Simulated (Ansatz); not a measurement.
Mg:

```
CELL_PARAMETERS angstrom
-1.83599 1.83599 1.67940
1.83599 -1.83599 1.67940
1.83599 1.83599 -1.67940
ATOMIC_POSITIONS crystal
Mg 0.00000 0.00000 0.00000
```

This isn't the form of Mg at room conditions, which is hcp.

```yaml
Program: Ansatz 0.2.0
Task: relaxation of cell and atoms
Functional: PBEsol
Potentials_or_basis: Ansatz PAW
Cutoff: "420 eV (not typed: the program's choice for these potentials)"
k_mesh: 11 × 11 × 11
Occupations: fermi-dirac, width 0.05 eV
Spin: no spin polarisation
```

At the start: volume 22.64 Å³/atom.

Task: Where does the relaxation end?

Result: It ends after 7 steps and the volume is 22.41 Å³/atom (-1.0 %); space group Im-3m (No. 229, to 0.05 Å).

Step by step:
```
step  energy change (eV)  largest force (eV/Å)  volume (Å³)
   1              0.0000                0.0000        22.64
   2             -0.0002                0.0000        22.58
   3             -0.0004                0.0000        22.56
   4             -0.0019                0.0000        22.41
   5             -0.0031                0.0000        22.36
   6             -0.0033                0.0000        22.41
   7             -0.0033                0.0000        22.41
```

Final structure:
```
Mg
1.0
    -1.77535    1.77535    1.77776
     1.77535   -1.77535    1.77776
     1.77535    1.77535   -1.77776
Mg
1
Direct
  0.00000 0.00000 0.00000
```

Caveat: the plane-wave basis is chosen anew once the cell has moved, so the energies of steps on either side of that aren't comparable; the PAW data sets come from PBE, with cores solved anew for the run's functional, which leaves a small shift of forces and pressure.
